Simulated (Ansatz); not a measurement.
## The puckered SnTe bilayer (AB) under a gate

Wanted: Fermi level and gate voltage of the puckered SnTe bilayer (AB) as it is charged.

Method: plane-wave DFT, PBE-D3(BJ), Ansatz PAW, in Ansatz 0.2.0.

### Step 1. The structure

The cell holds 8 atoms: 4 Sn and 4 Te. Its edges and angles: a = 4.570 Å, b = 4.550 Å, c = 48.962 Å, α = 90.0°, β = 90.0°, γ = 90.0°. Regions: layer 1: puckered SnTe, 4 atoms (2 Sn and 2 Te); layer 2: puckered SnTe, 4 atoms (2 Sn and 2 Te). Vacuum lies along c.

### Step 2. Relaxing the slab

The starting cell is a guess, so the in-plane lattice and the atoms are relaxed first, with the slab cut off from its images along the normal.

Contents of input.yaml:

```yaml
crystal:
  lattice:
    - [4.57, 0.0, 0.0]
    - [0.0, 4.55, 0.0]
    - [0.0, 0.0, 48.9616000003]
  atoms:
    - { symbol: Sn, position: [0.06, 0.0, 0.4084833829] }
    - { symbol: Te, position: [0.44, 0.5, 0.4105257998] }
    - { symbol: Te, position: [0.94, 0.0, 0.4673213294] }
    - { symbol: Sn, position: [0.56, 0.5, 0.4693637463] }
    - { symbol: Sn, position: [0.06, 0.5, 0.5306362537] }
    - { symbol: Te, position: [0.44, 0.0, 0.5326786706] }
    - { symbol: Te, position: [0.94, 0.5, 0.5894742002] }
    - { symbol: Sn, position: [0.56, 0.0, 0.5915166171] }
  periodic: [true, true, false]
kpoints:
  mp_grid: { grid: [8, 8, 1] }
hamiltonian:
  xc: pbe
  dispersion: d3bj
scf:
  occupations: { method: fermi_dirac, width: 0.05 }
  convergence: { dr2_threshold: 1.0e-09 }
relax:
  f_tol: 0.004
  max_steps: 90
  cell: {}
output:
  write_potential: true
  write_density: true
  volumetric_format: npy
```

Run with:

```bash
ansatz run input.yaml --threads 4 --pin off --max-ram 16384MiB --backend cpu --events-out ev --progress --plain --runs-dir out
```

Numbers of over 12 decimals in the logs are rounded to 6 here.

Output:

```text
Warning: relax.cell: scf.convergence.dr2_threshold = 1e-9 eV is looser than the 2.225051285e-10 eV advised for a relaxation that steers and ends on the stress (1e-10 eV for each atom of the cell: 8, times the square of relax.cell.stress_2d_tol = 0.05 N/m over 19.0 Å (the atoms' height at the walk's start and 5 Å past either face), 2.637e-2 GPa, over a crystal's default 0.05). What an SCF threshold leaves in a stress goes as its square root, and in the free energy as the threshold itself, and one threshold admits the most on a small cell: [figures from the program's tests cut] Set scf.convergence.dr2_threshold to 2.225051285e-10 eV or tighter. [rest of the remark cut]
Engine: ansatz 0.2.0, aarch64-unknown-linux-gnu
Pseudopotentials: kind: paw
Pseudopotential: Sn, paw, valence charge 14, recommended cutoff 420 eV (normal), Sn.paw.azcp
Pseudopotential: Te, paw, valence charge 16, recommended cutoff 420 eV (normal), Te.paw.azcp
Functional definition: PBE
  parameter kappa = 0.804
  parameter beta = 0.066725
  exchange = pbe_x(kappa = kappa, mu = beta*pi^2/3)
  correlation = pbe_c(beta = beta)
Crystal: 8 atoms, lattice volume = 1018.083 Å³
Basis set: ecut = 420 eV, 19891 PW (Γ), exchange–correlation on 64×64×720 points (8 copies of the dense FFT grid, shifted against one another)
Bands: 72, of which v1, the nominal top of the filled ones, is band 60 counted from 1 (59 counted from 0)
Symmetry: 4 space group operations
Space group: Pmc21 (ITA 26), of the structure as read, at distance tolerance 1.0e-4 Å
k-points: 25 of 64 (time reversal used)
Non-local potential: Sn, projectors of the file, l = 0: 2, l = 1: 2, l = 2: 2, l = 3: 2
Non-local potential: Te, projectors of the file, l = 0: 2, l = 1: 2, l = 2: 2, l = 3: 2
PAW form: soft (Blöchl's): semilocal exchange-correlation on the pseudo side does not see the compensation charge
PAW one-centre angular grid: Sn, 590 points (default); XC on 64 Gauss nodes
PAW one-centre angular grid: Te, 590 points (default); XC on 64 Gauss nodes
Initial density: superposition of atomic densities (neutral atoms: chi_scale 0, normalization atom), corrected by the library's trained network
Initial wavefunctions: pseudopotential atomic-orbital guess
Functional: x = pbe(κ = 0.804, μ = 0.219515), c = pbe(β = 0.066725)
SCF iter   1: F=—  HF=-52020.634451 eV  |F-HF|=—  |Δ(HF+E_count)|=         —  Δρ=8.84e-4  dr2=3.93e-2  ethr=1.77e-3  ⟨swp⟩=15.5  Hψ=10873  notcnv=0  defer=18
preconditioner: auto → Resta (q_TF=auto, 1.910 Å⁻¹)  ε∞=1.9  [insulator: Δε(μ)=1.112 eV  Ē_g=7.895 eV  σ=0.050 eV  W_gap=1.00  n_scr=112 (ndim 8)  ℏωp=7.4 eV  f_vac=0.730  D(μ)=0.00/eV (n_scr^D=0)  ε∞_Penn≈1.9  vacuum switching on, ρ_ref=4.5e-3 e/Å³]
SCF iter   2: F=—  HF=-52020.640340 eV  |F-HF|=—  |Δ(HF+E_count)|=   5.89e-3  Δρ=7.04e-4  dr2=8.37e-2  ethr=3.28e-5  ⟨swp⟩=5.0  Hψ=4868  notcnv=0  defer=102
SCF iter   3: F=—  HF=-52020.632331 eV  |F-HF|=—  |Δ(HF+E_count)|=   8.01e-3  Δρ=3.34e-4  dr2=4.40e-3  ethr=3.28e-5  ⟨swp⟩=2.9  Hψ=2234  notcnv=0  defer=102
SCF iter   4: F=—  HF=-52020.632408 eV  |F-HF|=—  |Δ(HF+E_count)|=   7.65e-5  Δρ=1.21e-4  dr2=2.05e-4  ethr=3.67e-6  ⟨swp⟩=3.0  Hψ=2305  notcnv=0  defer=102
SCF iter   5: F=—  HF=-52020.632533 eV  |F-HF|=—  |Δ(HF+E_count)|=   1.25e-4  Δρ=4.12e-5  dr2=1.96e-5  ethr=1.71e-7  ⟨swp⟩=3.3  Hψ=3460  notcnv=0  defer=102
SCF iter   6: F=—  HF=-52020.632477 eV  |F-HF|=—  |Δ(HF+E_count)|=   5.54e-5  Δρ=1.24e-5  dr2=2.04e-6  ethr=1.63e-8  ⟨swp⟩=3.2  Hψ=3839  notcnv=0  defer=102
SCF iter   7: F=—  HF=-52020.632533 eV  |F-HF|=—  |Δ(HF+E_count)|=   5.51e-5  Δρ=3.46e-6  dr2=1.66e-7  ethr=1.70e-9  ⟨swp⟩=3.5  Hψ=3855  notcnv=0  defer=102
SCF iter   8: F=—  HF=-52020.632533 eV  |F-HF|=—  |Δ(HF+E_count)|=   1.05e-7  Δρ=1.02e-6  dr2=1.26e-8  ethr=1.38e-10  ⟨swp⟩=3.0  Hψ=3593  notcnv=0  defer=102
SCF iter   9: F=—  HF=-52020.632533 eV  |F-HF|=—  |Δ(HF+E_count)|=   9.47e-9  Δρ=3.38e-7  dr2=2.16e-9  ethr=1.05e-11  ⟨swp⟩=3.1  Hψ=3778  notcnv=0  defer=102
SCF iter  10: F=-52020.632533 eV  HF=-52020.632533 eV  |F-HF|=7.28e-12  |Δ(HF+E_count)|=  8.29e-10  Δρ=8.32e-8  dr2=1.11e-10  ethr=1.00e-12  ⟨swp⟩=11.9  Hψ=12456  notcnv=0
SCF 1 converged in 10 iterations: F = -52020.632533 eV  dr2 = 1.11e-10
  greatest PAW one-centre occupation: 0.998 electrons in one spin orbital (limit 2), on the Te atom at site 5 (counted from 0), in its partial waves of l = 2
relax step   1: F+E_penalty+E_count = -52020.63253262 eV  Δ(F+E_penalty+E_count) = +0.000e0 eV  max|allowed force component| = 9.777e-1 eV/Å  Δτ_max = 0.0000 Å  P = +4.906 N/m  Ω = 1018.083 Å³  fix = [c, alpha, beta]  reactions: c +0.000 N/m  (10 SCF iters, accepted)
Crystal: 8 atoms, lattice volume = 1032.439 Å³
Basis set: ecut = 420 eV, 20179 PW (Γ), exchange–correlation on 64×64×720 points (8 copies of the dense FFT grid, shifted against one another)
Initial density: handed on by an earlier stage of this run
Initial wavefunctions: those handed on with the density
iter 1 solved again at ethr=1.97e-4 eV; its pass at ethr=3.10e-3 eV (dr2=2.36e-1 eV) is discarded
SCF iter   1: F=—  HF=-52021.141632 eV  |F-HF|=—  |Δ(HF+E_count)|=         —  Δρ=3.71e-3  dr2=2.37e-1  ethr=1.97e-4  ⟨swp⟩=4.3  Hψ=11421  notcnv=0
preconditioner: auto → Resta (q_TF=auto, 1.906 Å⁻¹)  ε∞=1.9  [insulator: Δε(μ)=0.676 eV  Ē_g=7.590 eV  σ=0.050 eV  W_gap=1.00  n_scr=112 (ndim 8)  ℏωp=7.3 eV  f_vac=0.728  D(μ)=0.00/eV (n_scr^D=0)  ε∞_Penn≈1.9  vacuum switching on, ρ_ref=4.2e-3 e/Å³]
SCF iter   2: F=—  HF=-52021.091789 eV  |F-HF|=—  |Δ(HF+E_count)|=   4.98e-2  Δρ=1.78e-3  dr2=3.54e-2  ethr=1.97e-4  ⟨swp⟩=4.8  Hψ=3311  notcnv=0
SCF iter   3: F=—  HF=-52021.092957 eV  |F-HF|=—  |Δ(HF+E_count)|=   1.17e-3  Δρ=8.78e-4  dr2=4.29e-2  ethr=2.95e-5  ⟨swp⟩=4.0  Hψ=3410  notcnv=0
SCF iter   4: F=—  HF=-52021.092901 eV  |F-HF|=—  |Δ(HF+E_count)|=   5.68e-5  Δρ=5.23e-4  dr2=3.36e-2  ethr=2.95e-5  ⟨swp⟩=3.4  Hψ=2715  notcnv=0  defer=22
SCF iter   5: F=—  HF=-52021.090505 eV  |F-HF|=—  |Δ(HF+E_count)|=   2.40e-3  Δρ=2.44e-4  dr2=6.17e-3  ethr=2.80e-5  ⟨swp⟩=1.7  Hψ=2094  notcnv=0  defer=24
SCF iter   6: F=—  HF=-52021.090034 eV  |F-HF|=—  |Δ(HF+E_count)|=   4.71e-4  Δρ=5.85e-5  dr2=1.87e-4  ethr=5.14e-6  ⟨swp⟩=2.6  Hψ=2346  notcnv=0  defer=24
SCF iter   7: F=—  HF=-52021.090049 eV  |F-HF|=—  |Δ(HF+E_count)|=   1.48e-5  Δρ=1.88e-5  dr2=5.06e-6  ethr=1.56e-7  ⟨swp⟩=3.3  Hψ=3081  notcnv=0  defer=24
SCF iter   8: F=—  HF=-52021.090064 eV  |F-HF|=—  |Δ(HF+E_count)|=   1.46e-5  Δρ=7.17e-6  dr2=7.02e-7  ethr=4.21e-9  ⟨swp⟩=3.2  Hψ=4014  notcnv=0  defer=20
[...]
Initial wavefunctions: pseudopotential atomic-orbital guess (no wavefunctions were taken with the density)
iter 1 solved again at ethr=1.83e-6 eV; its pass at ethr=3.10e-3 eV (dr2=2.20e-3 eV) is discarded
SCF iter   1: F=—  HF=-52021.161590 eV  |F-HF|=—  |Δ(HF+E_count)|=         —  Δρ=8.96e-5  dr2=2.20e-6  ethr=1.83e-6  ⟨swp⟩=6.0  Hψ=17109  notcnv=0
eigensolver tolerance schedule: the retry pair's looser diagonalisation over-reported the residual by 997.24 of it (diagonalisation noise at 1.44 of the residual, at the tolerance the schedule requests for it); recorded, not acted on — ethr = c·dr2/N_el stays at c = 1.0e-1
preconditioner: auto → Resta (q_TF=auto, 1.902 Å⁻¹)  ε∞=1.9  [insulator: Δε(μ)=0.841 eV  Ē_g=7.542 eV  σ=0.050 eV  W_gap=1.00  n_scr=112 (ndim 8)  ℏωp=7.3 eV  f_vac=0.726  D(μ)=0.00/eV (n_scr^D=0)  ε∞_Penn≈1.9  vacuum switching on, ρ_ref=4.1e-3 e/Å³]
SCF iter   2: F=—  HF=-52021.164447 eV  |F-HF|=—  |Δ(HF+E_count)|=   2.86e-3  Δρ=4.49e-5  dr2=5.83e-7  ethr=1.83e-9  ⟨swp⟩=4.1  Hψ=4022  notcnv=0
SCF iter   3: F=—  HF=-52021.165872 eV  |F-HF|=—  |Δ(HF+E_count)|=   1.42e-3  Δρ=5.60e-6  dr2=7.55e-7  ethr=4.86e-10  ⟨swp⟩=4.3  Hψ=4009  notcnv=0
SCF iter   4: F=—  HF=-52021.165900 eV  |F-HF|=—  |Δ(HF+E_count)|=   2.87e-5  Δρ=3.34e-6  dr2=1.87e-7  ethr=4.86e-10  ⟨swp⟩=2.0  Hψ=2031  notcnv=0  defer=1
SCF iter   5: F=—  HF=-52021.165920 eV  |F-HF|=—  |Δ(HF+E_count)|=   1.96e-5  Δρ=1.28e-6  dr2=4.02e-9  ethr=1.56e-10  ⟨swp⟩=2.4  Hψ=2173  notcnv=0  defer=1
iter 6 met the thresholds in force, and the SCF goes on: an eigenvalue changes by 1.17 meV, over its tolerance of 1.07 meV (output.eigenvalues, Limitations)
SCF iter   6: F=-52021.165927 eV  HF=-52021.165926 eV  |F-HF|=6.53e-7  |Δ(HF+E_count)|=   6.12e-6  Δρ=2.92e-7  dr2=3.98e-10  ethr=1.00e-12  ⟨swp⟩=19.8  Hψ=14886  notcnv=0
SCF iter   7: F=-52021.165927 eV  HF=-52021.165927 eV  |F-HF|=2.50e-8  |Δ(HF+E_count)|=   6.28e-7  Δρ=6.48e-8  dr2=6.55e-11  ethr=1.00e-12  ⟨swp⟩=8.4  Hψ=10493  notcnv=0
WARN: dispersion: an atom stands within reach of a switch of its C6 between two reference coordination numbers of its element: through that C6 alone, e_disp changes by 0.025 eV or more while the distances to its neighbours run over a stretch of 0.05 Å that contains this geometry (sites counted from 0 in the run's list of atoms or, in a supercell that it derives, in that cell's: here a list of 8) — site 3 (Sn): coordination number 3.504 (about 3.23 to 3.78 with every neighbour 0.05 Å farther or nearer), switch near 3.419 between the references 3.912 (weight 0.66) and 2.926 (weight 0.34), e_disp changing by some 0.03 eV; [rest of the remark cut]
SCF 12 converged in 7 iterations: F = -52021.165927 eV  dr2 = 6.55e-11
relax step  12: F+E_penalty+E_count = -52021.16592664 eV  Δ(F+E_penalty+E_count) = -1.220e-3 eV  max|allowed force component| = 3.505e-3 eV/Å  Δτ_max = 0.0000 Å  P = -0.011 N/m  Ω = 1046.911 Å³  fix = [c, alpha, beta]  reactions: c +0.000 N/m  stress off target by 1.34e-2 N/m on what of the cell is left free  SCF on the basis re-selected at this cell (its energy is not comparable with the rows above)  (7 SCF iters)
basis re-selected at this cell: Δ(F+E_penalty+E_count) = -1.220e-3 eV, ΔP = -0.005 N/m vs the last step (what re-selecting the basis moved, of the pressure what is left beyond the Pulay correction that the steps carried, after the strain that the cell walked since its last selection, with what the two solves' SCF thresholds leave and, on support functions, any second-order correction that the steps lacked; it is no m [...]
WARN: The input density's exchange-correlation potential varies sharply where the density is thin. Do not read a vacuum level from v_tot or v_xc, or from such a field of the output density. On a cell that repeats whose density bears no net charge and no dipole along the vacuum's axis use v_es (v_loc + v_h of the components); under efield.dipole_correction with no amplitude use v_es + v_field, which holds any external [...]
dispersion: the relaxed geometry stands within reach of a switch of an atom's C6, across which e_disp changes (each atom's share, over what another start of this relaxation can change, by strains that relax.cell.fix and crystal.periodic leave, which move a neighbour at the mean distance by 0.05 Å at the most, and each atom moved with its periodic images by 0.025 Å at the most, and none along a coordinate that relax.c [...]
SCF converged after 7 iterations
an eigenvalue changed by more than its tolerance at an iteration that met the thresholds in force, so the SCF went on 1 time: the last check found none over its tolerance
Free energy (F): -52021.165927 eV
Harris-Foulkes:  -52021.165927 eV  (|F-HF|=2.50e-8)
Internal energy: -52021.165903 eV  (E = F + TS)
E sigma→0 (E₀):  -52021.165915 eV
Entropy (-TS):   -0.000023 eV (-0.003 meV/atom)
Fermi energy:    -3.907649 eV
--- Per-component energies (eV) ---
  E_band       = -3021.794360
  E_kinetic    = 1459.818207
  E_local      = -511698.901175  (includes V_loc(G=0)·N_el)
  E_nonlocal   = -1372.059845
  E_hartree    = 256155.617830
  E_xc         = -2027.374054
  E_vxc        = -798.973865  (∫ρ·V_xc dr)
  E_paw        = -35183.402107  (= ΣΔE_a)
  E_vpaw       = -2922.914378  (= ΣTr[D̂ρ^β])
  E_aug_tail   = -0.000769  (compensation charges beyond the density's cutoff)
  E_ewald      = 240647.731098
  E_disp       = -2.595088  (pairwise vdW)
  E_smearing   = -0.000023  (= −TS)
  E_closure    = -0.000000  (closes the sum)
  Σ components = -52021.165927   (vs F -52021.165927, Δ=0.00e0)
--- Forces (eV/Å), atoms counted from 1 ---
  atom   1  Sn     0.00157189     0.00000000     0.00294275
  atom   2  Te    -0.00202523     0.00000000    -0.00350500
  atom   3  Te     0.00103446     0.00000000    -0.00348634
  atom   4  Sn    -0.00058147     0.00000000     0.00348076
  atom   5  Sn    -0.00058147     0.00000000    -0.00348076
  atom   6  Te     0.00103446     0.00000000     0.00348634
  atom   7  Te    -0.00202523     0.00000000     0.00350500
  atom   8  Sn     0.00157189     0.00000000    -0.00294275
  max |Σ_I F_I| component: 6.74e-7 eV/Å
--- 2D stress c σ (N/m, compression-positive) ---
       -0.013392       0.000000       0.000000
        0.000000      -0.007660       0.000000
        0.000000       0.000000       0.000000
  P = ½ c Tr σ = -0.0105 N/m
--- Band table (eV; the first three rows and the last of 25) ---
  k-point 0: bands = [... 56 lower, -5.9022, -5.7495, -5.0543, -4.9012, -3.3040, -2.0373, -1.6866, -1.6551, ... 8 higher]
  k-point 1: bands = [... 56 lower, -5.7175, -5.6393, -5.0463, -4.8841, -3.3347, -1.9673, -1.7656, -1.4973, ... 8 higher]
  k-point 2: bands = [... 56 lower, -5.4522, -5.3658, -4.9630, -4.8713, -3.3126, -2.7515, -2.5023, -2.3672, ... 8 higher]
  k-point 24: bands = [... 56 lower, -5.9139, -5.9139, -5.9036, -5.9036, -1.8659, -1.8659, -1.7115, -1.7115, ... 8 higher]
  the weakly bound empty levels are not read free of the cell's end (no_gap_told)
--- Relaxed structure (11 steps of the walk, 11 accepted, 1 SCFs on fresh bases) ---
  F+E_penalty+E_count = -52021.16592664 eV   max|allowed force component| = 3.505e-3 eV/Å   (the final SCF, on the basis selected at the relaxed cell)
  cell:  # Å, volume = 1046.9106 Å³
    - [4.739452, 0.0, 0.0]
    - [0.0, 4.511551, 0.0]
    - [0.0, 0.0, 48.9616000003]
  atoms:
    - { symbol: Sn, position: [0.031158, 0, 0.407432] }
    - { symbol: Te, position: [0.469456, 0.500000, 0.406096] }
    - { symbol: Te, position: [0.968742, 0, 0.466901] }
    - { symbol: Sn, position: [0.530644, 0.500000, 0.466007] }
    - { symbol: Sn, position: [0.030644, 0.500000, 0.533993] }
    - { symbol: Te, position: [0.468742, 0, 0.533099] }
    - { symbol: Te, position: [0.969456, 0.500000, 0.593904] }
    - { symbol: Sn, position: [0.531158, 0, 0.592568] }
```

Wall time 11 min (4 threads of Arm Neoverse V1, shared host); peak memory 2.5 GiB; 45 min of CPU time.

Step by step:

```
step  energy less that of the first step (eV)  largest force component (eV/Å)  volume (Å³)
   1                                   0.0000                          0.9777      1018.08
   2                                  -0.4575                          0.3699      1032.44
   3                                  -0.5065                          0.0751      1028.06
   4                                  -0.5094                          0.0810      1030.44
   5                                  -0.5169                          0.0503      1032.54
   6                                  -0.5218                          0.0673      1061.47
   7                                  -0.5301                          0.0238      1043.53
   8                                  -0.5316                          0.0128      1043.43
   9                                  -0.5316                          0.0238      1044.62
  10                                  -0.5322                          0.0096      1046.59
  11                                  -0.5322                          0.0036      1046.91
 12*                                  -0.5334                          0.0035      1046.91
```

Relaxation steps marked * repeat the geometry before them on a plane-wave basis chosen anew for their cell, so energy and pressure can jump there.

The run keeps the 4 symmetry operations that it works with, so distortions that break them were not tested.

```
cell as run  before  after  change
      a (Å)   4.570  4.739  +3.7 %
      b (Å)   4.550  4.512  -0.8 %
```

The atoms that moved most (Å, along periodic axes as changes of fractional coordinates times the final cell, across vacuum about the mean position):

```
atom      dx     dy      dz  length
 Te2   0.140  0.000  -0.217   0.258
 Te7   0.140  0.000   0.217   0.258
 Sn5  -0.139  0.000   0.164   0.215
 Sn4  -0.139  0.000  -0.164   0.215
 Sn8  -0.137  0.000   0.051   0.146
 Sn1  -0.137  0.000  -0.051   0.146
 Te3   0.136  0.000  -0.021   0.138
 Te6   0.136  0.000   0.021   0.138
```

The lattice constant a goes from 4.570 to 4.739 Å.

(Continued in part 2 of 4.)

[Logs are printed without paths, hosts, clocks, repeated set-up lines and the standing remarks that a program may print on its own settings, such as how far it seeks lower states.]

[Hosts, paths, dates, database ids (printed as entryN), source tags and the programs' standing remarks are cut or masked in the printed files.]

[Maps of the electrostatic potential energy from Ansatz leave out the sawtooth potential of an applied field or a dipole correction, so their vacuum need not be flat; planar profiles and work functions include it.]
